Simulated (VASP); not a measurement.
# Mo (Im-3m) in VASP: a series of runs, part 2 of 2

VASP 6.6.1. The steps go on from the part before.

### 5 Single point, PBE (a relaxed cell with its volume scaled by 0.97)

Contents of INCAR:

```
ALGO = Normal
EDIFF = 1E-7
ENCUT = 520
GGA = PE
ISIF = 2
ISMEAR = 0
LASPH = True
LCHARG = False
LREAL = False
LWAVE = False
NELM = 80
PREC = Accurate
SIGMA = 0.1
```

Contents of KPOINTS:

```
k-points
0
Gamma
  12 12 12
```

Contents of POSCAR:

```
Mo                                      
1.0
   -1.5650868827      1.5650868827      1.5650868827
    1.5650868827     -1.5650868827      1.5650868827
    1.5650868827      1.5650868827     -1.5650868827
  Mo            
     1
Direct
     0.0000000000000000    0.0000000000000000    0.0000000000000000
```

Potentials or basis: VASP PAW PBE potentials, release 64 (Mo_sv).

Launch:

```
$ cat potpaw_PBE.64/Mo_sv/POTCAR > POTCAR
$ mpirun -np 1 vasp_std > vasp.out
```

OUTCAR:

```text
EDIFF = 1E-7
   ENCUT = 520
   GGA = PE
   ISIF = 2
   ISMEAR = 0
   LASPH = True
   LREAL = False
   NELM = 80
   PREC = Accurate

 ion  position               nearest neighbor table
   1  0.000  0.000  0.000-

  LATTYP: Found a body centered cubic cell.
 ALAT       =     3.1301737654

  Lattice vectors:

 A1 = (  -1.5650868827,   1.5650868827,   1.5650868827)
 A2 = (   1.5650868827,  -1.5650868827,   1.5650868827)
 A3 = (   1.5650868827,   1.5650868827,  -1.5650868827)

Analysis of symmetry for initial positions (statically):
=====================================================================
 Subroutine PRICEL returns:
 Original cell was already a primitive cell.

 Routine SETGRP: Setting up the symmetry group for a
 body centered cubic supercell.

 Subroutine GETGRP returns: Found 48 space group operations
 (whereof 48 operations were pure point group operations)
 out of a pool of 48 trial point group operations.

The static configuration has the point symmetry O_h .

Analysis of symmetry for dynamics (positions and initial velocities):
=====================================================================
 Subroutine PRICEL returns:
 Original cell was already a primitive cell.

 Routine SETGRP: Setting up the symmetry group for a
 body centered cubic supercell.

 Subroutine GETGRP returns: Found 48 space group operations
 (whereof 48 operations were pure point group operations)
 out of a pool of 48 trial point group operations.

The dynamic configuration has the point symmetry O_h .

 Subroutine INISYM returns: Found 48 space group operations
 (whereof 48 operations are pure point group operations),
 and found     1 'primitive' translations

----------------------------------------------------------------------------------------

                                     Primitive cell

  volume of cell :      15.3347

  direct lattice vectors                    reciprocal lattice vectors
    -1.565086883  1.565086883  1.565086883     0.000000000  0.319471082  0.319471082
     1.565086883 -1.565086883  1.565086883     0.319471082  0.000000000  0.319471082
     1.565086883  1.565086883 -1.565086883     0.319471082  0.319471082  0.000000000

  length of vectors
     2.710809999  2.710809999  2.710809999     0.451800337  0.451800337  0.451800337

  position of ions in fractional coordinates (direct lattice)
     0.000000000  0.000000000  0.000000000

  ion indices of the primitive-cell ions
   primitive index   ion index
                 1           1

----------------------------------------------------------------------------------------

 KPOINTS: k-points

Automatic generation of k-mesh.
 Grid dimensions read from file:
 generate k-points for:   12   12   12

 Generating k-lattice:

  Cartesian coordinates                     Fractional coordinates (reciprocal lattice)
     0.000000000  0.026622590  0.026622590     0.083333333  0.000000000  0.000000000
     0.026622590  0.000000000  0.026622590     0.000000000  0.083333333  0.000000000
     0.026622590  0.026622590  0.000000000     0.000000000  0.000000000  0.083333333

  Length of vectors
     0.037650028  0.037650028  0.037650028

  Shift w.r.t. Gamma in fractional coordinates (k-lattice)
     0.000000000  0.000000000  0.000000000

 Subroutine IBZKPT returns following result:
 ===========================================

 Found     72 irreducible k-points:

 Following reciprocal coordinates:
            Coordinates               Weight
  0.000000  0.000000  0.000000      1.000000
  0.083333  0.000000  0.000000     12.000000
  0.166667  0.000000  0.000000     12.000000
  0.250000  0.000000  0.000000     12.000000
  0.333333  0.000000  0.000000     12.000000
  0.416667  0.000000  0.000000     12.000000
[... 16 lines left out ...]
  0.333333  0.083333  0.083333     24.000000
  0.416667  0.083333  0.083333     12.000000
 [... further k-points ...]
   k-points           NKPTS =     72   k-points in BZ     NKDIM =     72   number of bands    NBANDS=     11
   number of dos      NEDOS =    301   number of ions     NIONS =      1
   total plane-waves  NPLWV =   8000
   dimension x,y,z NGX =    20 NGY =   20 NGZ =   20
   dimension x,y,z NGXF=    40 NGYF=   40 NGZF=   40
   ions per type =               1
   NGX,Y,Z   is equivalent  to a cutoff of  12.27, 12.27, 12.27 a.u.
   NGXF,Y,Z  is equivalent  to a cutoff of  24.53, 24.53, 24.53 a.u.
 SYSTEM =  unknown system
   PREC   = accura    normal or accurate (medium, high low for compatibility)
   ISTART =      0    job   : 0-new  1-cont  2-samecut
   ICHARG =      2    charge: 1-file 2-atom 10-const
   ISPIN  =      1    spin polarized calculation?
   LNONCOLLINEAR =      F non collinear calculations
   LSORBIT =      F    spin-orbit coupling
   LASPH  =      T    aspherical Exc in radial PAW
   ENCUT  =  520.0 eV  38.22 Ry    6.18 a.u.   5.04  5.04  5.04*2*pi/ulx,y,z
   NELM   =     80;   NELMIN=  2; NELMDL= -5     # of ELM steps
   EDIFF  = 0.1E-06   stopping-criterion for ELM
   LREAL  =      F    real-space projection
   EDIFFG = 0.1E-05   stopping-criterion for IOM
   NSW    =      0    number of steps for IOM
   IBRION =     -1    ionic relax: 0-MD 1-quasi-New 2-CG
   NFREE  =      0    steps in history (QN), initial steepest desc. (CG)
   ISIF   =      2    stress and relaxation
   ISYM   =      2    0-nonsym 1-usesym 2-fastsym
   POTIM  = 0.5000    time-step for ionic-motion
   TEBEG  =    0.0;   TEEND  =   0.0 temperature during run
   PSTRESS=    0.0 pullay stress
   NELECT =      14.0000    total number of electrons
   NUPDOWN=      -1.0000    fix difference up-down
   EMIN   =  10.00;   EMAX   =-10.00  energy-range for DOS
   EFERMI =   0.00;   METHOD = LEGACY
   ISMEAR =     0;   SIGMA  =   0.10  broadening in eV -4-tet -1-fermi 0-gaus
   EFERMI_NEDOS =   21; number of points for ismear=-14 and -15
   IALGO  =     38    algorithm
   IMIX   =      4    mixing-type and parameters
     AMIX     =   0.40;   BMIX     =  1.00
     AMIX_MAG =   1.60;   BMIX_MAG =  1.00
  volume/ion in A,a.u.               =      15.33       103.48
  Fermi-wavevector in a.u.,A,eV,Ry     =   1.588153  3.001174 34.317031  2.522231
  Thomas-Fermi vector in A             =   2.687201
   LORBIT       =      0    0 simple, 1 ext, 2 COOP (PROOUT), +10 PAW based schemes
   GGA     = PE    functional components
   LHFCALC =     F    Hartree Fock is set to
   AEXX    =    0.0000 exact exchange contribution
   IVDW    =     0    specifies the selected vdW correction
   LEPSILON=     F    determine dielectric tensor
   LRPA    =     F    only Hartree local field effects (RPA)
 non-spin polarized calculation
 Gauss-broadening in eV      SIGMA  =   0.10
  energy-cutoff  :      520.00
  volume of cell :       15.33
 maximum number of plane-waves:       422
   NGX =  9   NGY =  9   NGZ =  9

 number of electron      13.9999998 magnetization

 Free energy of the ion-electron system (eV)
  ---------------------------------------------------
  ext. energy  EPLUGINS =         0.00000000
  ---------------------------------------------------
  free energy    TOTEN  =       -10.93861717 eV

  energy without entropy =      -10.93717927  energy(sigma->0) =      -10.93789822

 E-fermi :  12.8532     XC(G=0): -13.4991

 val. band max:       12.7810426582   @ k =  -0.1667   0.2500   0.0833
 cond. band min:      12.8800267084   @ k =   0.5000   0.5000   0.0833
 fundamental gap:      0.0989840502
 Fermi energy:        12.8532238241

 k-point     1 :       0.0000    0.0000    0.0000
  band No.  band energies     occupation
      1     -48.3798      2.00000
      2     -21.6003      2.00000
      3     -21.6003      2.00000
      4     -21.6003      2.00000
      5       5.6069      2.00000
      6      11.5038      2.00000
      7      11.5038      2.00000
      8      11.5038      2.00000
      9      14.6009      0.00000
     10      14.6009      0.00000
     11      27.7655      0.00000

 k-point     2 :       0.0833    0.0000    0.0000
  band No.  band energies     occupation
      1     -48.3611      2.00000
      2     -21.7070      2.00000
      3     -21.6331      2.00000
      4     -21.6011      2.00000
      5       5.9176      2.00000
      6      11.3280      2.00000
      7      11.4703      2.00000
      8      11.7987      2.00000
      9      14.3535      0.00000
     10      14.6060      0.00000
     11      27.9936      0.00000
[... 295 lines left out ...]
 k-point    24 :       0.4167    0.0833    0.0833
  band No.  band energies     occupation
      1     -48.0880      2.00000
      2     -22.9904      2.00000
      3     -22.1445      2.00000
      4     -21.7134      2.00000
      5       8.0578      2.00000
      6       9.4098      2.00000
      7      13.2742      0.00000
      8      14.8084      0.00000
      9      15.3180      0.00000
     10      19.4345      0.00000
     11      24.2405      0.00000

 [... further k-points ...]
[... 5 lines left out ...]
  --------------------------------------------------------------------------------------
  -------------------------------------------------------------------------------------
  Total        0.8141084      0.8141084      0.8141084      0.0000000     -0.0000000      0.0000000
  in kB       85.0584509     85.0584509     85.0584509      0.0000000     -0.0000000      0.0000000
  external PRESSURE =      85.0584509 kB  Pullay stress =       0.0000000 kB

 VOLUME and BASIS-vectors are now :
 -----------------------------------------------------------------------------
  energy-cutoff  :      520.00
  volume of cell :       15.33
      direct lattice vectors                 reciprocal lattice vectors
    -1.565086883  1.565086883  1.565086883     0.000000000  0.319471082  0.319471082
     1.565086883 -1.565086883  1.565086883     0.319471082  0.000000000  0.319471082
     1.565086883  1.565086883 -1.565086883     0.319471082  0.319471082  0.000000000

 POSITION                                       TOTAL-FORCE (eV/Angst)
 -----------------------------------------------------------------------------------
      0.00000      0.00000      0.00000        -0.000000     -0.000000     -0.000000
 -----------------------------------------------------------------------------------
    total drift:                                0.000000     -0.000000      0.000000

  FREE ENERGIE OF THE ION-ELECTRON SYSTEM (eV)
  ---------------------------------------------------
  free  energy   TOTEN  =       -10.9386171731 eV

  energy  without entropy=      -10.9371792741  energy(sigma->0) =      -10.93789822
```

Run time: 4.8 s. Hardware: 1 thread of Intel Xeon 6975P-C (Granite Rapids), shared host; peak memory 0.13 GiB.

Results:

```yaml
Free_energy: -10.9386 eV
Pressure: 8.5 GPa
Band_gap_on_the_k_mesh: none (metal or under the smearing width)
```

### 6 Single point, PBE (a relaxed cell with its volume scaled by 1.03)

INCAR is that of step 5.

KPOINTS is that of step 5.

Contents of POSCAR:

```
Mo                                      
1.0
   -1.5967133204      1.5967133204      1.5967133204
    1.5967133204     -1.5967133204      1.5967133204
    1.5967133204      1.5967133204     -1.5967133204
  Mo            
     1
Direct
     0.0000000000000000    0.0000000000000000    0.0000000000000000
```

Potentials or basis: VASP PAW PBE potentials, release 64 (Mo_sv).

Launch:

```
$ cat potpaw_PBE.64/Mo_sv/POTCAR > POTCAR
$ mpirun -np 1 vasp_std > vasp.out
```

It took 5 s on 1 thread of Intel Xeon 6975P-C (Granite Rapids), shared host; peak memory 0.14 GiB.

Results (log left out):

```yaml
Free_energy: -10.9402 eV
Pressure: -7.3 GPa
Band_gap_on_the_k_mesh: none (metal or under the smearing width)
```

Levels at points of the mesh, in eV from the Fermi level:
```csv
k point,band 5,band 6,band 7,band 8,band 9,band 10
"(0.00, 0.00, 0.00)",-7.06,-1.25,-1.25,-1.25,1.63,1.63
"(0.50, 0.00, 0.00)",-5.04,-3.17,1.52,1.64,2.23,4.50
"(0.50, 0.50, 0.50)",-5.09,-5.09,3.79,3.79,3.79,8.79
```

### 7 Summary

| task | cell | gap on the mesh (eV) | pressure (GPa) |
| --- | --- | --- | --- |
| relaxation of cell and atoms | relaxed | none | 0.0 |
| single point | as given | none | 0.0 |
| single point | a relaxed cell with its volume scaled by 0.97 | none | 8.5 |
| single point | a relaxed cell with its volume scaled by 1.03 | none | -7.3 |

Alike in all rows: level PBE; potentials or basis VASP PAW PBE potentials, release 64 (Mo_sv); no spin polarisation; k mesh 12 × 12 × 12; cutoff (eV) 520; smearing gaussian 0.1 eV.

Caveats: the relaxation stopped at its first step, so nothing moved (some runs).

Total energies depend on the potentials used, so only differences within one code and one set of settings carry meaning.
